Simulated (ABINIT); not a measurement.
# HfO2 (Pnma) in ABINIT: settings compared

The runs below take HfO2 through band structure, with PBEsol, LDA.

Everything below comes from runs of ABINIT 10.8.3 (patched build). Logs are shortened: lines on timing, memory, paths and dates and some standing lists are left out, and cuts for length are marked. The log counts tension as positive stress, the text compression.

### 1 The structure

The structure is orthorhombic, space group Pnma (No. 62). The conventional cell has a = 5.556 Å, b = 3.334 Å, c = 6.505 Å, α = 90.00°, β = 90.00°, γ = 90.00°. Hf (site symmetry m) has 7 O at 2.14 to 2.27 Å as nearest neighbours. Around O (site symmetry m) lie 4 Hf at 2.14 to 2.17 Å. O (site symmetry m) has 3 Hf at 2.16 to 2.27 Å as nearest neighbours.

Measurements of this composition are mostly on another form, of space group No. 14.

### 2 Band structure, PBEsol

File run.abi:

```
ndtset 2

pp_dirpath "./"
pseudos "Hf.GGA_PBE-JTH.xml, O.GGA_PBE-JTH.xml"

acell 10.5000647902 6.2995853399 12.2926589921
rprim
     1.0000000000     0.0000000000     0.0000000000
     0.0000000000     1.0000000000     0.0000000000
     0.0000000000     0.0000000000     1.0000000000
ntypat 2
znucl 72 8
natom 12
typat 1 1 1 1 2 2 2 2 2 2 2 2
xcart
     7.8612095073     4.7246890049     7.4723509142
     2.6388552830     1.5748963350     4.8203080779
     2.6111771122     4.7246890049    10.9666375739
     7.8888876781     1.5748963350     1.3260214181
     6.7147809333     1.5748963350     5.2047118172
     3.7852838569     4.7246890049     7.0879471748
     1.4647485382     1.5748963350     0.9416176788
     9.0353162521     4.7246890049    11.3510413133
     5.4683707424     1.5748963350    10.3436947868
     5.0316940479     4.7246890049     1.9489642052
     0.2183383472     1.5748963350     8.0952937012
    10.2817264430     4.7246890049     4.1973652908
chkprim 0
chksymtnons 0
tolsym 1.0e-6

ecut 23.0
pawecutdg 45.0
pawxcdev 0

ixc -116133

occopt 3
tsmear 0.05 eV

nstep 100

iomode 3
prtwf 0
prteig 0
prtebands 0
enunit 1
prtden1 1
prtvha1 1
prtvclmb1 1
prtpot1 1

kptopt1 1
ngkpt1 4 7 3
nshiftk1 1
shiftk1 0.0 0.0 0.0
nband1 58
tolvrs1 1.0e-9

iscf2 -2
getden2 1
nband2 64
nbdbuf2 4
tolwfr2 1.0e-11
kptopt2 -9
ndivsm2 5
prteig2 1
prtvol2 -3
kptbounds2
     0.0000000000     0.0000000000     0.0000000000
     0.0000000000    -0.5000000000     0.0000000000
    -0.5000000000    -0.5000000000     0.0000000000
    -0.5000000000     0.0000000000     0.0000000000
     0.0000000000     0.0000000000     0.0000000000
     0.0000000000     0.0000000000    -0.5000000000
     0.0000000000    -0.5000000000    -0.5000000000
    -0.5000000000    -0.5000000000    -0.5000000000
    -0.5000000000     0.0000000000    -0.5000000000
     0.0000000000     0.0000000000    -0.5000000000
```

Potentials or basis: JTH PAW PBE v2.0.

The run is started by

```bash
$ abinit run.abi > log 2>&1
```

run.abo:

```text
.Version 10.8.3 of ABINIT
 DATASET    1 : space group Pn m a (# 62); Bravais oP (primitive ortho.)
================================================================================
 Values of the parameters that define the memory need for DATASET  1.
     intxc =       0    ionmov =       0      iscf =      17    lmnmax =      18
     lnmax =       6     mgfft =      54  mpssoang =       3    mqgrid =    3713
     natom =      12  nloc_mem =       2    nspden =       1   nspinor =       1
    nsppol =       1      nsym =       8    n1xccc =       1    ntypat =       2
    occopt =       3   xclevel =       2
       mpw =        4299          nfft =       77760          nkpt =          24
 PAW method is used; the additional fine FFT grid is defined by:
   mgfftf=        80    nfftf =    204800
================================================================================
================================================================================

 DATASET    2 : space group Pn m a (# 62); Bravais oP (primitive ortho.)
================================================================================
 Values of the parameters that define the memory need for DATASET  2.
     intxc =       0    ionmov =       0      iscf =      -2    lmnmax =      18
     lnmax =       6     mgfft =      54  mpssoang =       3    mqgrid =    3713
     natom =      12  nloc_mem =       2    nspden =       1   nspinor =       1
    nsppol =       1      nsym =       8    n1xccc =       1    ntypat =       2
    occopt =       3   xclevel =       2
       mpw =        4314          nfft =       77760          nkpt =          70
 PAW method is used; the additional fine FFT grid is defined by:
   mgfftf=        80    nfftf =    204800
================================================================================
================================================================================

--------------------------------------------------------------------------------
------------- Echo of variables that govern the present computation ------------
--------------------------------------------------------------------------------
 -outvars: echo values of preprocessed input variables --------
            acell      1.0500064790E+01  6.2995853399E+00  1.2292658992E+01 Bohr
              amu      1.78490000E+02  1.59994000E+01
          chkprim           0
      chksymtnons           0
             ecut      2.30000000E+01 Hartree
           enunit           1
           getden1          0
           getden2          1
             iscf1         17
             iscf2         -2
              ixc     -116133
           jdtset        1    2
           kptopt1          1
           kptopt2         -9
         kptrlatt        4    0    0      0    7    0      0    0    3
          kptrlen1     3.68779770E+01
          kptrlen2     3.00000000E+01
            natom          12
            nband1         58
            nband2         64
           nbdbuf1          0
           nbdbuf2          4
           ndtset           2
           ndivsm1          0
           ndivsm2          5
            ngfft          48      30      54
          ngfftdg          64      40      80
             nkpt1         24
             nkpt2         70
            nstep         100
             nsym           8
           ntypat           2
           occopt           3
        pawecutdg      4.50000000E+01 Hartree
         pawxcdev           0
        prtebands           0
           prteig1          0
           prteig2          1
           prtpot1          1
           prtpot2          0
         prtvclmb1          1
         prtvclmb2          0
           prtvha1          1
           prtvha2          0
[... 1819 lines left out ...]
    5        1.41465          4.63196553
    6        1.41465          4.63196553
    7        1.41465          4.63196553
    8        1.41465          4.63196553
    9        1.41465          4.54705471
   10        1.41465          4.54705471
   11        1.41465          4.54705471
   12        1.41465          4.54705471

================================================================================

 ----iterations are completed or convergence reached----

 Mean square residual over all n,k,spin=   55.502E-13; max=  99.924E-13
 reduced coordinates (array xred) for   12 atoms
       0.748682000004      0.750000000000      0.607870999999
       0.251318000005      0.250000000000      0.392128999997
       0.248682000004      0.750000000000      0.892128999997
       0.751318000005      0.250000000000      0.107870999999
       0.639499000005      0.250000000000      0.423399999998
       0.360501000004      0.750000000000      0.576599999998
       0.139499000005      0.250000000000      0.076599999998
       0.860501000004      0.750000000000      0.923399999998
       0.520794000003      0.250000000000      0.841452999998
       0.479206000007      0.750000000000      0.158546999998
       0.020794000003      0.250000000000      0.658546999998
       0.979206000007      0.750000000000      0.341452999998

 cartesian coordinates (angstrom) at end:
    1      4.15997291857499     2.50019774831412     3.95419781296904
    2      1.39642207768724     0.83339924943804     2.55079718261260
    3      1.38177542047033     2.50019774831412     5.80329468041665
    4      4.17461957579189     0.83339924943804     0.70170031516499
    5      3.55330904371096     0.83339924943804     2.75421488112452
    6      2.00308595255126     2.50019774831412     3.75078011445712
    7      0.77511154560631     0.83339924943804     0.49828261665307
    8      4.78128345065592     2.50019774831412     6.00671237892857
    9      2.89373717567043     0.83339924943804     5.47364755402380
   10      2.66265782059180     2.50019774831412     1.03134744155784
   11      0.11553967756577     0.83339924943804     4.28384493936189
   12      5.44085531869645     2.50019774831412     2.22115005621975
 length scales= 10.500064790200  6.299585339900 12.292658992100 bohr
              =  5.556394996209  3.333596997752  6.504994995608 angstroms
 Eigenvalues (   eV  ) for nkpt=  70  k points:
 kpt#   1, nband= 64, wtk=  1.00000, kpt=  0.0000  0.0000  0.0000 (reduced coord)
 -60.75312  -60.73461  -60.73427  -60.73012  -29.79064  -29.64393  -29.58361  -29.47581
 -29.40118  -29.34592  -29.32531  -29.25342  -29.24577  -29.23199  -29.22295  -29.20228
 -18.69112  -17.02199  -16.95148  -16.44956  -16.14958  -16.13003  -16.06566  -15.85268
  -5.21714   -5.13331   -4.64979   -4.57366   -4.36773   -4.00554   -3.94905   -3.89072
  -3.58624   -3.37291   -3.34659   -3.15497   -2.60978   -2.45164   -2.42530   -1.94155
  -1.84172   -1.53507   -1.22435   -0.80032   -0.77609   -0.28530    0.00892    0.05532
   3.36527    4.28913    4.39255    4.93927    5.56898    5.77561    5.85412    6.56520
   6.65002    6.70311    6.88023    7.03995    7.10227    7.46640    7.63348    7.83261
 kpt#   2, nband= 64, wtk=  1.00000, kpt=  0.0000 -0.0500  0.0000 (reduced coord)
 -60.75270  -60.73430  -60.73410  -60.72987  -29.78671  -29.64056  -29.58154  -29.47301
 -29.40193  -29.34718  -29.33504  -29.26386  -29.24520  -29.24010  -29.23324  -29.20264
 -18.66335  -17.01252  -16.94386  -16.45527  -16.15542  -16.12400  -16.07011  -15.86314
  -5.19617   -5.10580   -4.68140   -4.64725   -4.58799   -3.96580   -3.83631   -3.67710
  -3.59896   -3.36613   -3.35572   -3.18279   -2.73185   -2.55332   -2.12171   -2.08457
  -1.87664   -1.39553   -1.25225   -0.81840   -0.77341   -0.30866   -0.06723    0.03069
   3.37402    4.30009    4.41274    5.01853    5.60438    5.82630    5.85993    6.57144
[... 599 lines left out ...]
  -5.47221   -5.47221   -4.86850   -4.86850   -3.92885   -3.92885   -3.90740   -3.90740
  -3.37534   -3.37534   -2.85889   -2.85889   -2.55320   -2.55320   -1.95595   -1.95595
  -1.57923   -1.57923   -1.26684   -1.26684   -0.53241   -0.53241   -0.33879   -0.33879
   4.26518    4.26518    5.00939    5.00939    5.29851    5.29851    5.34864    5.34864
   6.87654    6.87654    6.98511    6.98511    7.81781    7.81783    8.16214    8.16882
 kpt#  70, nband= 64, wtk=  1.00000, kpt=  0.0000  0.0000 -0.5000 (reduced coord)
 -60.74616  -60.74616  -60.72991  -60.72991  -29.67244  -29.67244  -29.49691  -29.49691
 -29.42525  -29.42525  -29.29329  -29.29329  -29.25889  -29.25889  -29.22370  -29.22370
 -17.99693  -17.99693  -16.65189  -16.65189  -16.06670  -16.06670  -15.93480  -15.93480
  -5.47054   -5.47054   -4.90657   -4.90657   -3.89313   -3.89313   -3.82592   -3.82592
  -3.38167   -3.38167   -2.90615   -2.90615   -2.60449   -2.60449   -1.91690   -1.91690
  -1.58168   -1.58168   -1.27699   -1.27699   -0.51818   -0.51818   -0.34695   -0.34695
   4.23156    4.23156    4.99117    4.99117    5.22406    5.22406    5.34721    5.34721
   6.88660    6.88660    7.02051    7.02051    7.85501    7.85504    8.17194    8.17196

== END DATASET(S) ==============================================================
================================================================================

 -outvars: echo values of variables after computation  --------
            acell      1.0500064790E+01  6.2995853399E+00  1.2292658992E+01 Bohr
           etotal1    -3.3004464381E+02
            fcart1    -6.9674382767E-05  4.0071762830E-30 -5.0595025984E-04
                       6.9674382767E-05 -4.0071762830E-30  5.0595025984E-04
                      -6.9674382767E-05  4.0071762830E-30  5.0595025984E-04
                       6.9674382767E-05 -4.0071762830E-30 -5.0595025984E-04
                      -3.1545949000E-04 -0.0000000000E+00  2.4197902348E-04
                       3.1545949000E-04 -0.0000000000E+00 -2.4197902348E-04
                      -3.1545949000E-04 -0.0000000000E+00 -2.4197902348E-04
                       3.1545949000E-04 -0.0000000000E+00  2.4197902348E-04
                      -3.1637084547E-04 -0.0000000000E+00  1.0899216678E-03
                       3.1637084547E-04 -0.0000000000E+00 -1.0899216678E-03
                      -3.1637084547E-04 -0.0000000000E+00 -1.0899216678E-03
                       3.1637084547E-04 -0.0000000000E+00  1.0899216678E-03
           strten1     2.9638509855E-04  3.0216903377E-04  2.9257090920E-04
                       0.0000000000E+00  0.0000000000E+00  0.0000000000E+00
           xangst      4.1599729186E+00  2.5001977483E+00  3.9541978130E+00
                       1.3964220777E+00  8.3339924944E-01  2.5507971826E+00
                       1.3817754205E+00  2.5001977483E+00  5.8032946804E+00
                       4.1746195758E+00  8.3339924944E-01  7.0170031516E-01
                       3.5533090437E+00  8.3339924944E-01  2.7542148811E+00
                       2.0030859526E+00  2.5001977483E+00  3.7507801145E+00
                       7.7511154561E-01  8.3339924944E-01  4.9828261665E-01
                       4.7812834507E+00  2.5001977483E+00  6.0067123789E+00
                       2.8937371757E+00  8.3339924944E-01  5.4736475540E+00
                       2.6626578206E+00  2.5001977483E+00  1.0313474416E+00
                       1.1553967757E-01  8.3339924944E-01  4.2838449394E+00
                       5.4408553187E+00  2.5001977483E+00  2.2211500562E+00
             xred      7.4868200000E-01  7.5000000000E-01  6.0787100000E-01
                       2.5131800001E-01  2.5000000000E-01  3.9212900000E-01
                       2.4868200000E-01  7.5000000000E-01  8.9212900000E-01
                       7.5131800001E-01  2.5000000000E-01  1.0787100000E-01
                       6.3949900001E-01  2.5000000000E-01  4.2340000000E-01
                       3.6050100000E-01  7.5000000000E-01  5.7660000000E-01
                       1.3949900001E-01  2.5000000000E-01  7.6599999998E-02
                       8.6050100000E-01  7.5000000000E-01  9.2340000000E-01
                       5.2079400000E-01  2.5000000000E-01  8.4145300000E-01
                       4.7920600001E-01  7.5000000000E-01  1.5854700000E-01
                       2.0794000003E-02  2.5000000000E-01  6.5854700000E-01
                       9.7920600001E-01  7.5000000000E-01  3.4145300000E-01
 Calculation completed.
```

Run time: 30 min. Hardware: 1 thread of Arm Neoverse V1, shared host; peak memory 0.52 GiB.

What came out:

| Quantity | Value |
| --- | --- |
| Free energy | -8980.9723 eV |
| Pressure | -8.7 GPa |
| Largest force | 0.058 eV/Å |
| Band gap on the k mesh | 3.31 eV, direct |
| Band gap along the path | 3.31 eV, direct |
| Valence electrons inside the program's atomic spheres | Hf 9.46; O 4.63, 4.55 |

Forces in eV/Å, atoms in the order of the input:
```
Hf  -0.004  0.000 -0.026
Hf   0.004  0.000  0.026
Hf  -0.004  0.000  0.026
Hf   0.004  0.000 -0.026
O   -0.016  0.000  0.012
O    0.016  0.000 -0.012
O   -0.016  0.000 -0.012
O    0.016  0.000  0.012
O   -0.016  0.000  0.056
O    0.016  0.000 -0.056
O   -0.016  0.000 -0.056
O    0.016  0.000  0.056
```

Stress tensor (GPa, compression positive):
```
-8.72  0.00  0.00
 0.00 -8.89  0.00
 0.00  0.00 -8.61
```

Levels at the corners of the path, in eV from the valence-band top:
```csv
point,band 45,band 46,band 47,band 48,band 49,band 50,band 51,band 52
Γ,-0.83,-0.34,-0.05,0.00,3.31,4.23,4.34,4.88
X,-0.80,-0.80,-0.70,-0.70,5.06,5.06,5.88,5.88
S,-0.73,-0.73,-0.73,-0.73,5.58,5.58,5.58,5.58
Y,-0.83,-0.83,-0.35,-0.35,4.16,4.16,5.40,5.40
Γ,-0.83,-0.34,-0.05,0.00,3.31,4.23,4.34,4.88
Z,-0.57,-0.57,-0.40,-0.40,4.18,4.18,4.94,4.94
U,-0.91,-0.91,-0.80,-0.80,5.01,5.01,6.10,6.10
R,-0.74,-0.74,-0.74,-0.74,5.74,5.74,5.74,5.74
T,-0.87,-0.87,-0.43,-0.43,5.00,5.00,5.01,5.01
Z,-0.57,-0.57,-0.40,-0.40,4.18,4.18,4.94,4.94
```

Caveat: the PAW data sets were made with another functional, which shifts forces and pressure a little; spin-orbit coupling is left out, which moves the levels of the heavy elements.

### 3 Band structure, LDA

File run.abi:

```
# Datasets: ground state, then fixed potential
ndtset 2

# Pseudopotentials
pp_dirpath "./"
pseudos "Hf.LDA_PW-JTH.xml, O.LDA_PW-JTH.xml"

# Structure
acell 10.5000647902 6.2995853399 12.2926589921
rprim
     1.0000000000     0.0000000000     0.0000000000
     0.0000000000     1.0000000000     0.0000000000
     0.0000000000     0.0000000000     1.0000000000
ntypat 2
znucl 72 8
natom 12
typat 1 1 1 1 2 2 2 2 2 2 2 2
xred
     0.7486820000     0.7500000000     0.6078710000
     0.2513180000     0.2500000000     0.3921290000
     0.2486820000     0.7500000000     0.8921290000
     0.7513180000     0.2500000000     0.1078710000
     0.6394990000     0.2500000000     0.4234000000
     0.3605010000     0.7500000000     0.5766000000
     0.1394990000     0.2500000000     0.0766000000
     0.8605010000     0.7500000000     0.9234000000
     0.5207940000     0.2500000000     0.8414530000
     0.4792060000     0.7500000000     0.1585470000
     0.0207940000     0.2500000000     0.6585470000
     0.9792060000     0.7500000000     0.3414530000
chkprim 0
chksymtnons 0
tolsym 1.0e-6

# Plane-wave basis
ecut 625.861884 eV
pawecutdg 45.0

# Exchange and correlation
ixc 7

# Bands and occupations
occopt 3
tsmear 0.00183747

# SCF cycle
nstep 100

# Output
iomode 3
prtwf 0
prteig 0
prtebands 0
enunit 1
prtden1 1

# Dataset 1
kptopt1 1
ngkpt1 4 7 3
nshiftk1 1
shiftk1 0.0 0.0 0.0
nband1 58
tolvrs1 1.0e-9

# Dataset 2: bands along G-X-S-Y-G-Z-U-R-T-Z
iscf2 -2
getden2 1
nband2 64
nbdbuf2 4
tolwfr2 1.0e-11
kptopt2 -9
ndivsm2 5
prteig2 1
prtvol2 -3
kptbounds2
     0.0000000000     0.0000000000     0.0000000000
     0.0000000000    -0.5000000000     0.0000000000
    -0.5000000000    -0.5000000000     0.0000000000
    -0.5000000000     0.0000000000     0.0000000000
     0.0000000000     0.0000000000     0.0000000000
     0.0000000000     0.0000000000    -0.5000000000
     0.0000000000    -0.5000000000    -0.5000000000
    -0.5000000000    -0.5000000000    -0.5000000000
    -0.5000000000     0.0000000000    -0.5000000000
     0.0000000000     0.0000000000    -0.5000000000
```

Potentials or basis: JTH PAW LDA v2.0.

The run is started by

```bash
$ abinit run.abi > log 2>&1
```

Wall time 23 min (1 thread of Arm Neoverse V2, shared host); peak memory 0.43 GiB.

The run converged. Its results:

```
Free energy                                           : -9014.0184 eV
Pressure                                              : -16.8 GPa
Largest force                                         : 0.187 eV/Å
Band gap on the k mesh                                : 3.27 eV, direct
Band gap along the path                               : 3.27 eV, direct
Valence electrons inside the program's atomic spheres : Hf 9.47; O 4.62, 4.54
```

Forces in eV/Å, atoms in the order of the input:
```
Hf  -0.012  0.000 -0.107
Hf   0.012  0.000  0.107
Hf  -0.012  0.000  0.107
Hf   0.012  0.000 -0.107
O   -0.034  0.000  0.024
O    0.034  0.000 -0.024
O   -0.034  0.000 -0.024
O    0.034  0.000  0.024
O   -0.023  0.000  0.186
O    0.023  0.000 -0.186
O   -0.023  0.000 -0.186
O    0.023  0.000  0.186
```

Stress tensor (GPa, compression positive):
```
-16.67   0.00   0.00
  0.00 -16.83   0.00
  0.00   0.00 -16.80
```

Levels at the corners of the path, in eV from the valence-band top:
```
point  band 45  band 46  band 47  band 48  band 49  band 50  band 51  band 52
    Γ    -0.83    -0.34    -0.05     0.00     3.27     4.20     4.30     4.81
    X    -0.80    -0.80    -0.70    -0.70     5.01     5.01     5.84     5.84
    S    -0.73    -0.73    -0.73    -0.73     5.54     5.54     5.54     5.54
    Y    -0.83    -0.83    -0.35    -0.35     4.11     4.11     5.33     5.33
    Γ    -0.83    -0.34    -0.05     0.00     3.27     4.20     4.30     4.81
    Z    -0.57    -0.57    -0.40    -0.40     4.15     4.15     4.90     4.90
    U    -0.91    -0.91    -0.81    -0.81     4.96     4.96     6.05     6.05
    R    -0.74    -0.74    -0.74    -0.74     5.69     5.69     5.69     5.69
    T    -0.86    -0.86    -0.43    -0.43     4.96     4.96     4.96     4.96
    Z    -0.57    -0.57    -0.40    -0.40     4.15     4.15     4.90     4.90
```

Caveat: spin-orbit coupling is left out, which moves the levels of the heavy elements.
